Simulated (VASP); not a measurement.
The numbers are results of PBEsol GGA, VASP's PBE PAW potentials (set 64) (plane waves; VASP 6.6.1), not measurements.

VASP ran on this input.

**INCAR**
```
! general
SYSTEM   =  AlSb
PREC     =  Accurate
ENCUT    =  500
LREAL    =  .FALSE.   ! projection in real space or not
LASPH    =  .TRUE.   ! aspherical one-centre terms

! electronic loop
EDIFF    =  1E-6
NELM     =  100   ! most electronic steps
ALGO     =  Normal   ! blocked Davidson
LMAXMIX  =  4

! smearing
ISMEAR   =  0   ! Gaussian
SIGMA    =  0.05

! functional
GGA      =  PS

! ions
IBRION   =  2
NSW      =  40   ! most ionic steps
ISIF     =  3
EDIFFG   =  -0.02   ! ionic stop
PSTRESS  =  100

! output
LWAVE    =  .FALSE.
LCHARG   =  .FALSE.
```

File POSCAR:
```
AlSb
1
    0.0000000000     3.0055030583     3.0055030583
    3.0055030583     0.0000000000     3.0055030583
    3.0055030583     3.0055030583     0.0000000000
Al Sb
1 1
Direct
  0.0000000000   0.0000000000   0.0000000000
  0.2500000000   0.2500000000   0.2500000000
```

KPOINTS:
```
Automatic mesh
0
Gamma
8 8 8
0 0 0
```

POTCAR, in this order: Al Sb (PBE.64 set). Program: vasp_std.

What VASP printed:

OSZICAR:
```
       N       E                     dE             d eps       ncg     rms          rms(c)
DAV:   1     0.151555364523E+02    0.15156E+02   -0.26862E+03   472   0.693E+02
DAV:   2    -0.844381600645E+01   -0.23599E+02   -0.22671E+02   600   0.895E+01
DAV:   3    -0.894095681005E+01   -0.49714E+00   -0.49714E+00   568   0.161E+01
DAV:   4    -0.894451839520E+01   -0.35616E-02   -0.35616E-02   728   0.173E+00
DAV:   5    -0.894453390058E+01   -0.15505E-04   -0.15505E-04   608   0.780E-02    0.361E+00
DAV:   6    -0.884261811585E+01    0.10192E+00   -0.10465E-01   520   0.154E+00    0.224E+00
DAV:   7    -0.880375626012E+01    0.38862E-01   -0.11760E-01   576   0.175E+00    0.457E-01
DAV:   8    -0.880372216894E+01    0.34091E-04   -0.60739E-03   480   0.488E-01    0.108E-01
DAV:   9    -0.880381461629E+01   -0.92447E-04   -0.35195E-04   616   0.131E-01    0.280E-02
DAV:  10    -0.880381772786E+01   -0.31116E-05   -0.92943E-06   688   0.197E-02    0.179E-02
DAV:  11    -0.880382586420E+01   -0.81363E-05   -0.10721E-05   528   0.235E-02    0.398E-03
DAV:  12    -0.880382583025E+01    0.33957E-07   -0.32781E-07   336   0.344E-03
   1 F= -.54148308E+01 E0= -.54148308E+01  d E =-.541483E+01
       N       E                     dE             d eps       ncg     rms          rms(c)
DAV:   1    -0.855261228751E+01    0.25121E+00   -0.45068E+00   568   0.118E+01    0.191E+00
DAV:   2    -0.843412801830E+01    0.11848E+00   -0.18577E-01   560   0.265E+00    0.107E+00
DAV:   3    -0.838784022569E+01    0.46288E-01   -0.14176E-01   496   0.181E+00    0.326E-01
DAV:   4    -0.838670648896E+01    0.11337E-02   -0.41732E-03   536   0.483E-01    0.302E-01
DAV:   5    -0.838626804687E+01    0.43844E-03   -0.38377E-04   632   0.121E-01    0.122E-01
DAV:   6    -0.838622851144E+01    0.39535E-04   -0.43348E-05   608   0.426E-02    0.164E-02
DAV:   7    -0.838622914285E+01   -0.63141E-06   -0.24967E-06   536   0.116E-02
   2 F= -.53983818E+01 E0= -.53983818E+01  d E =0.164490E-01
       N       E                     dE             d eps       ncg     rms          rms(c)
DAV:   1    -0.870758280030E+01   -0.32135E+00   -0.11983E+00   600   0.587E+00    0.956E-01
DAV:   2    -0.867456754647E+01    0.33015E-01   -0.58687E-02   552   0.150E+00    0.565E-01
DAV:   3    -0.866200746338E+01    0.12560E-01   -0.39566E-02   512   0.944E-01    0.148E-01
DAV:   4    -0.866162240700E+01    0.38506E-03   -0.11868E-03   544   0.249E-01    0.140E-01
DAV:   5    -0.866147794712E+01    0.14446E-03   -0.15715E-04   624   0.722E-02    0.501E-02
DAV:   6    -0.866147335799E+01    0.45891E-05   -0.81588E-06   528   0.203E-02    0.870E-03
DAV:   7    -0.866147355711E+01   -0.19912E-06   -0.68729E-07   488   0.581E-03
   3 F= -.54667357E+01 E0= -.54667357E+01  d E =-.519050E-01
```

### OUTCAR
```
------------------------ aborting loop because EDIFF is reached ----------------------------------------
  FORCE on cell =-STRESS in cart. coord.  units (eV):
  Direction    XX          YY          ZZ          XY          YZ          ZX
  --------------------------------------------------------------------------------------
  Total        3.1729499      3.1729499      3.1729499      0.0000000     -0.0000000      0.0000000
  in kB       99.3180050     99.3180050     99.3180050      0.0000000     -0.0000000      0.0000000
  external PRESSURE =      -0.6819950 kB  Pullay stress =     100.0000000 kB
  volume of cell :       51.19
      direct lattice vectors                 reciprocal lattice vectors
     0.000000000  2.946944365  2.946944365    -0.169667268  0.169667268  0.169667268
     2.946944365  0.000000000  2.946944365     0.169667268 -0.169667268  0.169667268
     2.946944365  2.946944365 -0.000000000     0.169667268  0.169667268 -0.169667268
 POSITION                                       TOTAL-FORCE (eV/Angst)
 -----------------------------------------------------------------------------------
      0.00000      0.00000      0.00000         0.000000     -0.000000     -0.000000
      1.47347      1.47347      1.47347        -0.000000      0.000000      0.000000
 -----------------------------------------------------------------------------------
    total drift:                               -0.000000     -0.000000     -0.000000
  FREE ENERGIE OF THE ION-ELECTRON SYSTEM (eV)
  ---------------------------------------------------
  free  energy   TOTEN  =        -8.6614735571 eV

  energy  without entropy=       -8.6614735571  energy(sigma->0) =       -8.66147356
  enthalpy is  TOTEN    =        -5.4667357309 eV   P V=        3.1947378262

 reached required accuracy - stopping structural energy minimisation
```
(Selected blocks of OUTCAR.)

File CONTCAR:
```
AlSb
   1.00000000000000
     0.0000000000000000    2.9469443646223890    2.9469443646223890
     2.9469443646223890    0.0000000000000000    2.9469443646223890
     2.9469443646223890    2.9469443646223890   -0.0000000000000000
  Al              Sb
     1     1
Direct
     0.0000000000000000    0.0000000000000000    0.0000000000000000
     0.2500000000000000    0.2500000000000000    0.2500000000000000
```

**OUTCAR**
```
 val. band max:        5.9444428829   @ k =   0.0000   0.0000   0.0000

 cond. band min:       6.8042056514   @ k =   0.5000   0.5000   0.0000


 Fermi energy:         6.1654931955

 k-point     1 :       0.0000    0.0000    0.0000
  band No.  band energies     occupation
      1      -5.5633      2.00000
      2       5.9444      2.00000
      3       5.9444      2.00000
      4       5.9444      2.00000
      5       8.5047      0.00000
      6       9.1169      0.00000
      7       9.1169      0.00000
      8       9.1169      0.00000

 k-point     2 :       0.1250    0.0000    0.0000
  band No.  band energies     occupation
      1      -5.3969      2.00000
      2       4.4585      2.00000
      3       5.7240      2.00000
      4       5.7240      2.00000
      5       8.5549      0.00000
      6       9.4423      0.00000
      7       9.4423      0.00000
      8      10.2050      0.00000

 k-point     3 :       0.2500    0.0000    0.0000
  band No.  band energies     occupation
      1      -4.9232      2.00000
      2       2.3589      2.00000
      3       5.3212      2.00000
      4       5.3212      2.00000
      5       8.0679      0.00000
      6       9.8353      0.00000
      7       9.8353      0.00000
      8      12.1944      0.00000

 k-point     4 :       0.3750    0.0000    0.0000
  band No.  band energies     occupation
      1      -4.2691      2.00000
      2       0.6499      2.00000
      3       5.0168      2.00000
      4       5.0168      2.00000
      5       7.7229      0.00000
      6       9.7464      0.00000
      7       9.7464      0.00000
      8      12.5321      0.00000

 k-point     5 :       0.5000    0.0000    0.0000
  band No.  band energies     occupation
      1      -3.8823      2.00000
      2      -0.0969      2.00000
      3       4.9085      2.00000
      4       4.9085      2.00000
      5       7.6054      0.00000
      6       9.6395      0.00000
      7       9.6395      0.00000
...
```

Energy and stress use the plane-wave basis of the starting cell. Unless said otherwise, spin-orbit coupling is left out, though it shifts the bands of the heavy elements here.

The structure was generated: AlSb was put into the zinc blende type (F-43m), which need not be its known phase. This run relaxes it under an external pressure of 10 GPa. Symmetry was kept, so distortions that lower it aren't found.
